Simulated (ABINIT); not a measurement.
Crystal: Au.

```
CELL_PARAMETERS angstrom
0.00000 2.03500 2.03500
2.03500 0.00000 2.03500
2.03500 2.03500 0.00000
ATOMIC_POSITIONS crystal
Au 0.00000 0.00000 0.00000
```

Base run:

```yaml
Program: ABINIT 10.8.3 (patched build)
Functional: OLYP
Potentials_or_basis: JTH PAW PBE v2.0
Cutoff: 680 eV
k_mesh: 11 × 11 × 11
Occupations: fermi-dirac, width 0.05 eV
Spin: no spin polarisation
```

Its results: band gap on the k mesh none (metal or under the smearing width); pressure 9.2 GPa.

Question: After a change of settings the same cell gave: band gap on the k mesh none (metal or under the smearing width); pressure 15.0 GPa. Which change was it?
A. functional from OLYP to PBEsol; potentials or basis from JTH PAW PBE v2.0 to PseudoDojo NC SR PBEsol v0.4.1 standard; cutoff from 680 eV to 1034 eV; valence electrons from 11 to 19
B. functional from OLYP to LDA-VWN; potentials or basis from JTH PAW PBE v2.0 to JTH PAW LDA v2.0
C. functional from OLYP to rPW86PBE; potentials or basis from JTH PAW PBE v2.0 to PseudoDojo NC SR PBE v0.4.1 standard; cutoff from 680 eV to 1034 eV; valence electrons from 11 to 19
D. functional from OLYP to RPBE

Answer: D.

Caveats: spin-orbit coupling is left out, which moves the levels of the heavy elements; the PAW data sets were made with another functional, which shifts forces and pressure a little (some runs); so large a pressure means that the cell lies far from this level's equilibrium, or that cutoff or potentials fall short (some runs); the potentials were made for another functional, which shifts forces and pressure (some runs).

Runs at the PBE level aren't shown here.
